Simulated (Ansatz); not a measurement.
**Kick test of a cell of TiB₃**

The cell was found from a structure generator's guess, not taken from experiment.

The calculation used Ansatz 0.2.0, DFT PBE, scalar-relativistic, plane waves, PAW. Plane waves to 420 eV, a k mesh through Γ of 18×18×10 on the computed 4-atom cell and Gaussian smearing (0.10 eV); no spin polarisation.

The cell below (4 atoms, space group P-6m2 (No. 187)) is relaxed within its symmetry.

```
Ti B
1.0
     2.91579    0.00000    0.00000
    -1.45790    2.52515    0.00000
     0.00000    0.00000    4.87317
Ti B
1 3
Direct
  0.00000 0.00000 0.00000
  0.33333 0.66667 0.33681
  0.00000 0.00000 0.50000
  0.33333 0.66667 0.66319
```

For the test a repeat of it with 8 atoms (edges 2.92, 4.87, 5.05 Å) was strained at random (σ = 1.5 % a component), the atoms were moved at random (σ = 0.15 Å), and all was relaxed again on a coarse 8×4×4 mesh (in the run’s order of axes) with 0.20 eV smearing, with no symmetry imposed.

Question: Does it come back?

Answer: It returns, within 1 meV/atom of the unmoved cell on that mesh and with the same symmetry when read at 0.1 Å. No instability shows in this cell; modes of other wave vectors, which need another repeat, aren't tested.
